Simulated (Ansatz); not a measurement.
# Σ3 (112) boundary in fcc Al with H (interstitial): structure and resistance, part 2 of 2

Aim: the relaxed structure and the specific resistance of the Σ3 (112) boundary in fcc Al with H (interstitial).

Ansatz 0.2.0; Ansatz plane-wave DFT, PBE, PAW files; relaxation of a bicrystal slab with its lowest layers held; PAW set soft_1 (the session's first sound run).

So far. Step 2 (Relaxing the bicrystal): The largest force component on a free atom ends at 0.011 eV/Å, under the tolerance of 0.03, after 8 steps.

**3. Transmission across the boundary**

Bulk layers of each grain are laid under and over the relaxed boundary, and a lead is named in the middle of each, away from the free faces. The mesh across the current, 22×10, is finer than the density's, because channels open and close sharply across the zone. Energies from -0.1 to 0.1 eV in steps of 0.05 eV are too few for the program's thermal sum, so it prints no conductance; for a metal the transmission near the Fermi level serves, at a fraction of the cost.

This step: Ansatz plane-wave DFT, PBE, PAW files; ballistic transport by layer matching (Landauer), zero bias; boundary relaxed in a short slab, bulk layers laid on; PAW set soft_1 (Ansatz 0.2.0).

System of this step: Σ3 (112) boundary in fcc Al with H (interstitial). The cell holds 53 atoms: 52 Al and 1 H. Cell: a = 2.862 Å, b = 7.011 Å, c = 50.557 Å, α = 90.0°, β = 90.0°, γ = 90.0°. It derives from Al. Regions: lower grain, 21 atoms (21 Al); boundary, 15 atoms (14 Al and 1 H); upper grain, 17 atoms (17 Al). Vacuum lies along c.

File input.yaml:

```yaml
crystal:
  lattice:
    - [2.862347037, 0.0, 0.0]
    - [0.0, 7.0112897075, 0.0]
    - [0.0, 0.0, 50.5571187701]
  atoms:
    - { symbol: Al, position: [-14.0, 9.3333333335, 0.0791184327] }
    - { symbol: Al, position: [-13.5, 9.0000000002, 0.0954620938] }
    - { symbol: Al, position: [-13.0, 8.6666666668, 0.111805755] }
    - { symbol: Al, position: [-12.5, 8.3333333335, 0.1281494161] }
    - { symbol: Al, position: [-12.0, 8.0000000001, 0.1444930772] }
    - { symbol: Al, position: [-11.5, 7.6666666668, 0.1608367383] }
    - { symbol: Al, position: [-11.0, 7.3333333335, 0.1771803994] }
    - { symbol: Al, position: [-10.5, 7.0000000001, 0.1935240605] }
    - { symbol: Al, position: [-10.0, 6.6666666668, 0.2098677217] }
    - { symbol: Al, position: [-9.5, 6.3333333335, 0.2262113828] }
    - { symbol: Al, position: [-9.0, 6.0000000001, 0.2425550439] }
    - { symbol: Al, position: [-8.5, 5.6666666668, 0.258898705] }
    - { symbol: Al, position: [-8.0, 5.3333333334, 0.2752423661] }
    - { symbol: Al, position: [-7.5, 5.0000000001, 0.2915860272] }
    - { symbol: Al, position: [-7.0, 4.6666666668, 0.3079296884] }
    - { symbol: Al, position: [-6.5, 4.3333333334, 0.3242733495] }
    - { symbol: Al, position: [-6.0, 4.0000000001, 0.3406170106] }
    - { symbol: Al, position: [-5.5, 3.6666666668, 0.3569606717] }
    - { symbol: Al, position: [-5.0, 3.3333333334, 0.3733043328] }
    - { symbol: Al, position: [-4.5, 3.0000000001, 0.3896479939] }
    - { symbol: Al, position: [-4.0, 2.6666666667, 0.405991655] }
    - { symbol: Al, position: [0.5, 0.3333333334, 0.4223353162] }
    - { symbol: Al, position: [1.0, -0.0001779127, 0.4384825179] }
    - { symbol: Al, position: [0.5, 0.6642710538, 0.4550495343] }
    - { symbol: Al, position: [0.0, 0.3327982026, 0.4707174448] }
    - { symbol: Al, position: [0.5, -0.0010644307, 0.486346076] }
    - { symbol: Al, position: [0.0, 0.6707545719, 0.5047619909] }
    - { symbol: Al, position: [0.5, 0.3416752016, 0.5206928551] }
    - { symbol: Al, position: [0.0, 0.010377552, 0.5338215986] }
    - { symbol: H, position: [0.0, 0.3888628134, 0.558596187] }
    - { symbol: Al, position: [0.0, 0.6492081415, 0.5597602] }
    - { symbol: Al, position: [0.5, -0.0215969708, 0.5800482236] }
    - { symbol: Al, position: [0.0, 0.3088554235, 0.593226329] }
    - { symbol: Al, position: [0.5, 0.6385662629, 0.6096899749] }
    - { symbol: Al, position: [1.0, -0.029369867, 0.6275115335] }
    - { symbol: Al, position: [0.5, 0.3064304738, 0.6430393283] }
    - { symbol: Al, position: [-4.0, 2.6397638071, 0.6593829894] }
    - { symbol: Al, position: [-4.5, 2.9730971405, 0.6757266505] }
    - { symbol: Al, position: [-5.0, 3.3064304738, 0.6920703116] }
    - { symbol: Al, position: [-5.5, 3.6397638072, 0.7084139728] }
    - { symbol: Al, position: [-6.0, 3.9730971405, 0.7247576339] }
    - { symbol: Al, position: [-6.5, 4.3064304738, 0.741101295] }
    - { symbol: Al, position: [-7.0, 4.6397638072, 0.7574449561] }
    - { symbol: Al, position: [-7.5, 4.9730971405, 0.7737886172] }
    - { symbol: Al, position: [-8.0, 5.3064304738, 0.7901322783] }
    - { symbol: Al, position: [-8.5, 5.6397638072, 0.8064759395] }
    - { symbol: Al, position: [-9.0, 5.9730971405, 0.8228196006] }
    - { symbol: Al, position: [-9.5, 6.3064304739, 0.8391632617] }
    - { symbol: Al, position: [-10.0, 6.6397638072, 0.8555069228] }
    - { symbol: Al, position: [-10.5, 6.9730971405, 0.8718505839] }
    - { symbol: Al, position: [-11.0, 7.3064304739, 0.888194245] }
    - { symbol: Al, position: [-11.5, 7.6397638072, 0.9045379062] }
    - { symbol: Al, position: [-12.0, 7.9730971405, 0.9208815673] }
kpoints:
  mp_grid: { grid: [9, 4, 1] }
hamiltonian:
  xc: pbe
  pseudopotentials: { kind: paw, azcp: { folder: soft_1 } }
scf:
  occupations: { method: fermi_dirac, width: 0.1 }
output:
  transmission:
    leads: [[11, 12], [43, 44]]
    kmesh: [22, 10]
    e_range: [-0.1, 0.1]
    de: 0.05
  write_potential: true
  write_density: true
  volumetric_format: npy
  elf: true
```

Command:

```console
$ ansatz run input.yaml --threads 4 --pin off --max-ram 15360MiB --backend cpu --events-out ev --progress --plain --runs-dir out
```

Numbers of over 12 decimals in the logs are rounded to 6 here.

The log of the run:

```text
[...]
Crystal: 53 atoms, lattice volume = 1014.618 Å³
Basis set: ecut = 420 eV, 19907 PW (Γ)
Bands: 132, of which v1, the nominal top of the filled ones, is band 79 counted from 1 (78 counted from 0)
Symmetry: 2 space group operations
[...]
k-points: 15 of 36 (time reversal used)
[...]
SCF iter   1: F=—  HF=-27966.803182 eV  |F-HF|=—  |Δ(HF+E_count)|=         —  Δρ=2.36e-2  dr2=8.70e1  ethr=3.10e-3  ⟨swp⟩=8.3  Hψ=11112  notcnv=0  defer=109
[...]
SCF iter   9: F=-27962.991814 eV  HF=-27962.991814 eV  |F-HF|=1.68e-8  |Δ(HF+E_count)|=   3.90e-9  Δρ=3.84e-7  dr2=1.88e-8  ethr=6.37e-11  ⟨swp⟩=25.0  Hψ=10512  notcnv=0
SCF 1 converged in 9 iterations: F = -27962.991814 eV  dr2 = 1.88e-8
[...]
transmission: 282 of 2808 steps passed
transmission: 562 of 2808 steps passed
[...]
transmission: 2808 of 2808 steps passed
WARN: The output density's exchange-correlation potential varies sharply where the density is thin. Do not read a vacuum level from v_tot or v_xc, or from such a field of the output density. On a cell that repeats whose density bears no net charge and no dipole along the vacuum's axis use v_es (v_loc + v_h of the components); under efield.dipole_correction with no amplitude use v_es + v_field, which holds any externa [...]
SCF converged after 9 iterations
Free energy (F): -27962.991814 eV
[...]
Internal energy: -27962.259392 eV  (E = F + TS)
E sigma→0 (E₀):  -27962.625603 eV
Entropy (-TS):   -0.732422 eV (-13.819 meV/atom)
Fermi energy:    6.111435 eV
[...]
--- Band table (eV; the first three rows and the last of 15) ---
  k-point 0: bands = [... 75 lower, 6.8353, 6.8587, 6.9517, 6.9775, 7.0738, 7.0853, 7.1200, 7.2834, ... 49 higher]
  k-point 1: bands = [... 75 lower, 6.0478, 6.1988, 6.3626, 6.5788, 6.7642, 6.8228, 7.0312, 7.2033, ... 49 higher]
  k-point 2: bands = [... 75 lower, 5.7102, 5.9841, 6.1424, 6.2621, 6.4620, 6.6090, 6.7725, 6.8302, ... 49 higher]
  k-point 14: bands = [... 75 lower, 5.5726, 5.6338, 5.7663, 5.7844, 5.9842, 6.0040, 6.0274, 6.1278, ... 49 higher]
--- Transmission ---
  basis      : 175 plane waves across, 39 finite elements along
  points     : 72, standing for a mesh of 22 x 10
  energies   : 5 from -0.100000 to 0.100000 eV about the Fermi level, 0.050000 eV apart; the leads are filled to 0.000000 eV, and channels, transmission and decay are at 0.000000 eV
  crystal 0  : Al3, at the sites [11, 12], period 2.4789 Å, over 18.18 Å; its Hamiltonian steps by up to 9.2 meV
    offset         : up to 0.0000 Å between an atom of the period and one for which it stands
    channels       : 3.877273e0 a spin
    conductance    : none, the energies end too early or step too widely for 300 K: set another output.transmission.e_range or a lower de, or, where they end at an eighth of basis.ecutwfc, a higher one
[...]
channels       : 3.877273e0 a spin
[...]
junction   : crystal 0 to crystal 1, 12.96 to 37.60 Å
    transmission   : 2.565307e0 a spin
[...]
```

Run time: 3 min. Hardware: 4 threads of Intel Xeon 6975P-C (Granite Rapids), shared host; peak memory 3.9 GiB.

This step gave:

```yaml
free_energy: -27962.9918 eV
energy_at_zero_smearing: -27962.6256 eV
fermi_energy: 6.111 eV
cell_area: 20.07 Å²
transmission_per_spin_nearest_the_fermi_level: 2.565
open_channels_per_spin_nearest_the_fermi_level: 3.877
open_channels_per_spin_upper_lead: 3.877
step_of_the_lead_s_potential: 9.2 meV
step_of_the_upper_lead_s_potential: 10 meV
```

Per spin. The transmission, zone mean by energy, zero at the Fermi level:

```
energy (eV)  transmission, zone mean
    -0.1000                     2.47
    -0.0500                     2.52
     0.0000                     2.57
     0.0500                     2.58
     0.1000                     2.62
```

Per spin. Open channels, zone mean against energy, zero at the Fermi level:

```csv
energy (eV),lead,upper lead
-0.1000,3.75,3.77
-0.0500,3.82,3.80
0.0000,3.88,3.88
0.0500,3.84,3.86
0.1000,3.93,3.91
```

Transmission over k1 and k2. At 0.0000 eV from the Fermi level.

Ten even steps from '0' (0.27) to '9' (4.75):
```
8574311333333333113475
3874434333333333434478
5955446653333356644559
9765465566666665564567
9666466555555555664666
9765465566666665564567
5955446653333356644559
3874434333333333434478
8574311333333333113475
4898320056666650023898
```
Columns: k1 (b1) from -0.5 to 0.455; rows upwards: k2 (b2) from -0.5 to 0.4.

Open channels over k1 and k2. At 0.0000 eV from the Fermi level.

Ten even steps from '0' (2.00) to '9' (6.00):
```
9575202002222200202575
5972525222222222525279
5975557552222255755579
9977555555555555555779
9577255222222222552775
9977555555555555555779
5975557552222255755579
5972525222222222525279
9575202002222200202575
5999500055555550005999
```
Columns: k1 (b1) from -0.5 to 0.455; rows upwards: k2 (b2) from -0.5 to 0.4.

Electrostatic potential energy in the cb plane at fractional x = 0.000, with atoms of Al and H within 0.2 Å of it. With pseudopotentials it is smooth inside the atoms' cores, unlike the true potential.

Ten even steps from '0' (-11 eV) to '9' (11 eV), each cell a mean:
```
77775058316777777612740577777751598147777777
77876301047887778741003677778862142157877787
87777644568888777765556777788875211467778888
74335677778887632357776545788887666665567888
41211578777886312126763111478887787631126788
12871378777775149614640572168877787414513787
13981377777775149614641894167777787318931677
30221578877886302126750451268877787415712687
64224788887777642367873102578878888620015788
67777888876556777778887556776678888765567767
47887888751002678877887215641247888877776322
16777778621751378777786003403214788778863131
06777777613982378777787435229822787777761497
26887778731541478877888886228713787777761486
57888777752113688887788887511115788778873121
78888766666566788876567888753357777788886433
88887521257777888752114788877776545678887777
77876124126877778612630578777874100268887787
77774079505777777515980477777761285147777787
```
Columns run along c (16.0 Å, from fractional 0.39 to 0.70 of the cell; values clipped at the 3rd and 97th percentile), rows up along b (7.0 Å). Atoms in or near the plane, at fractional coordinates: Al at (0.41, 0.67), Al at (0.44, 0.00), Al at (0.47, 0.33), Al at (0.50, 0.67), Al at (0.53, 0.01), H at (0.56, 0.39), Al at (0.56, 0.65), Al at (0.59, 0.31), Al at (0.63, 0.97), Al at (0.66, 0.64), Al at (0.69, 0.31).

ELF in the cb plane at fractional x = 0.000, with atoms of Al and H within 0.2 Å of it. It is the smooth field of the valence electrons, not physical close to the nuclei.

Ten even steps from '0' (0.64 × 1e-1) to '9' (9.93 × 1e-1), each cell a mean:
```
55556300035445555651004665554554040255555555
45556532344333455665346655443344100465554433
45555665542122455666666554432234445665554222
45556655542123455666666655421124556666653212
43114655543334421257776323432234555654344322
40101555555445302047774001444445555530014434
40211554555555302037772130355555555511304555
53013433355555521256552000355565434420015555
65555322245555555554334454445554322443345555
55555321245665555553225887445554212355665555
55555432344335555554227999644554222345556555
46555544441002555554327999830034333455565201
35555555540311554555425898712114545555564020
44344555652002433456522455401015555554453010
43223455565344422356541112432245555543344212
42113455666655321256653112456555555432234555
43223444565554322345434333455555555432124555
54334300156555443431003554455555323443234555
55455203036555555530403665555554000254445555
```
Columns run along c (16.0 Å, from fractional 0.39 to 0.70 of the cell), rows up along b (7.0 Å). Atoms in or near the plane, at fractional coordinates: Al at (0.41, 0.67), Al at (0.44, 0.00), Al at (0.47, 0.33), Al at (0.50, 0.67), Al at (0.53, 0.01), H at (0.56, 0.39), Al at (0.56, 0.65), Al at (0.59, 0.31), Al at (0.63, 0.97), Al at (0.66, 0.64), Al at (0.69, 0.31).

Valence density in the cb plane at fractional x = 0.000, with atoms of Al and H within 0.2 Å of it. It is the smooth field of the valence electrons, not physical close to the nuclei.

Ten steps, logarithmic in the rise over the least value, from '0' (0.1 e/Å³) to '9' (1.3 e/Å³), each cell a mean:
```
55555531355555555554235555555555302455555555
55555554554444555555555555544455434555555444
45555555554334455555555555444445555555554444
55555555544334555555555555443344555555554433
55445555554444544455555545544444555555555444
53124555555445530255555324554455555553345544
53114555555555530255554103555555555541035555
55445544455555544455554334555555544542245555
55555443445555555555445555555555444555555555
55555443445555555554445776555554433455555555
55555444455555555554446897655555434455555555
55555554554224555555446998653455444555555434
55555555553014554555445787640145545555555302
55445555554334544455444455541245555555555312
54444555555555443455543234454455555544445444
44334555555555433455544323455555555544345555
44444555555555444455544434455555555543344555
54445543455555544554234544555555545554445555
55555420355555555553015555555555312455555555
```
Columns run along c (16.0 Å, from fractional 0.39 to 0.70 of the cell), rows up along b (7.0 Å). Atoms in or near the plane, at fractional coordinates: Al at (0.41, 0.67), Al at (0.44, 0.00), Al at (0.47, 0.33), Al at (0.50, 0.67), Al at (0.53, 0.01), H at (0.56, 0.39), Al at (0.56, 0.65), Al at (0.59, 0.31), Al at (0.63, 0.97), Al at (0.66, 0.64), Al at (0.69, 0.31).

Over the solved energies the transmission per spin lies between 2.47 and 2.62, out of 3.84 channels of the lead on average (up to 3.93).

**4. Specific resistance**

This step: Ansatz plane-wave DFT, PBE, PAW files; ballistic transport by layer matching (Landauer), zero bias; specific resistance of the boundary; PAW set soft_1 (Ansatz 0.2.0).

Numbers from this step:

- area resistance: 0.3414 fΩ m²
- T over the leads' mean channel count: 0.6637

Averaged over the energies near the Fermi level, 66.4 % of the channels pass, which makes 0.341 fΩ m².

By hand, with T and the leads' channels N averaged over the energies near the Fermi level: RA = A (h/2e²)(1/T − ½[1/N₁ + 1/N₂]) = 20.07×10⁻²⁰ m² × 12 906 Ω × (1/2.552 − ½[1/3.845 + 1/3.845]) = 0.341 fΩ m².

**5. Outcome**

```yaml
specific_resistance_of_the_boundary: 0.341 fΩ m²
share_of_channels_that_pass: 0.664
```

What this shows: The boundary has a specific resistance of 0.34 fΩ m². The boundary reflects 34 % of the channels; 0.34 fΩ m² is 3.4×10⁻¹² Ω·cm². That equals the resistance of 12 nm of bulk Al at 300 K (measured 2.733 µΩ cm, CRC Handbook of Chemistry and Physics, 84th ed., 2003, Electrical Resistivity of Pure Metals). One H in 20.1 Å² of boundary is a high coverage. One starting structure was relaxed; another shift or atom count at the boundary may lie lower.

[Logs are printed without paths, hosts, clocks, repeated set-up lines and the standing remarks that a program may print on its own settings, such as how far it seeks lower states.]

[Hosts, paths, dates, database ids (printed as entryN), source tags and the programs' standing remarks are cut or masked in the printed files.]
